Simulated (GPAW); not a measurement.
Here is a GPAW 26.7.0 calculation.

File run.py:

```python
import numpy as np
from ase.dft.bandgap import bandgap
from ase.io import write
from ase.spacegroup import crystal
from gpaw import GPAW, PW
from gpaw.spinorbit import soc_eigenstates

# Cd 2b
# S 2b
atoms = crystal(['Cd', 'S'],
                basis=[[0.6666666667, 0.3333333333, 0.5],
                       [0.6666666667, 0.3333333333, 0.875]],
                spacegroup=186, setting=1,  # P6_3mc
                cellpar=[4.15, 4.15, 6.737, 90.0, 90.0, 120.0],
                primitive_cell=True)

calc = GPAW(mode=PW(600),
            xc={'name': 'vdW-DF2', 'backend': 'libvdwxc'},
            kpts={'size': (5, 5, 3), 'gamma': True},
            occupations={'name': 'fermi-dirac', 'width': 0.05},
            nbands=31,
            convergence={'density': 1e-05, 'energy': 1e-05},
            maxiter=150,
            txt='gpaw.txt')
atoms.calc = calc
energy = atoms.get_potential_energy()
forces = atoms.get_forces()
calc.write('gs.gpw')
write('result.traj', atoms)
print(f'Energy: {energy:.6f} eV')
print('Forces (eV/A):')
print(forces.round(4))
print('Fermi level:', round(calc.get_fermi_level(), 4), 'eV')
print(f'Gap: {bandgap(calc)[0]:.4f} eV, direct: {bandgap(calc, direct=True)[0]:.4f} eV')

path = atoms.cell.bandpath('GMKGALHA,LM,KH', npoints=100, eps=1e-4)
bs_calc = calc.fixed_density(kpts=path, symmetry='off', nbands=51,
                             convergence={'bands': 'CBM+6.0', 'eigenstates': 1e-6}, txt='bands.txt')
bs = bs_calc.band_structure()
bs.write('bs.json')
print(f'Gap on the path: {bandgap(bs_calc)[0]:.4f} eV')

soc = soc_eigenstates(bs_calc, theta=90, phi=45)
np.savetxt('soc_bands.dat', soc.eigenvalues(), fmt='%.4f')
mesh = soc_eigenstates('gs.gpw', theta=90, phi=45)
np.savetxt('soc_mesh.dat', mesh.eigenvalues(), fmt='%.4f')
print('Fermi level with spin-orbit coupling:', round(mesh.fermi_level, 4), 'eV')
```

Potentials or basis: GPAW PAW data sets (gpaw-data 1.2.1), pw.

The run is started by

```sh
$ OMP_NUM_THREADS=1 python run.py
```

**Question.** Predict the band gap on the k mesh.

**Answer.** 1.02 eV, direct.

**Question.** What does it give for the band gap along the path?

**Answer.** 1.02 eV, direct.

Levels at the corners of the path, in eV from the valence-band top:
```
point  band 33  band 34  band 35  band 36  band 37  band 38  band 39  band 40
    Γ    -0.02    -0.02     0.00     0.00     1.02     1.02     2.71     2.71
    M    -1.28    -1.28    -0.72    -0.72     3.61     3.61     3.81     3.81
    K    -1.81    -1.77    -1.59    -1.59     4.54     4.54     4.94     4.97
    Γ    -0.02    -0.02     0.00     0.00     1.02     1.02     2.71     2.71
    A    -0.38    -0.38    -0.38    -0.38     2.71     2.71     2.71     2.71
    L    -1.29    -1.29    -1.29    -1.29     3.38     3.38     3.38     3.38
    H    -1.10    -1.10    -1.09    -1.09     4.31     4.31     4.36     4.36
    A    -0.38    -0.38    -0.38    -0.38     2.71     2.71     2.71     2.71
    L    -1.29    -1.29    -1.29    -1.29     3.38     3.38     3.38     3.38
    M    -1.28    -1.28    -0.72    -0.72     3.61     3.61     3.81     3.81
    K    -1.81    -1.77    -1.59    -1.59     4.54     4.54     4.94     4.97
    H    -1.10    -1.10    -1.09    -1.09     4.31     4.31     4.36     4.36
```

Caveat: spin-orbit coupling was added after a scalar SCF, so levels and gaps hold it while energy, forces, pressure and moments don't; this program's spin-orbit splittings come out too wide for heavy elements; the PAW data sets were made with another functional, which shifts forces and pressure a little.

**What was measured.**

“Isotope dependence of band-gap energy”, 2008, arxiv:0807.2152 quotes, for a bulk crystal of CdS: band gap 2.5809 ± 0.0002 eV.

Against the measured gap of CdS, 2.5809 eV (quoted in “Isotope dependence of band-gap energy”, 2008, arxiv:0807.2152), the calculated 1.02 eV is off by -1.56 eV. So large a miss can be the level of theory's own, or it may mean another phase, state or a wrong row. The value is that of vdW-DF2, without temperature or zero-point motion.
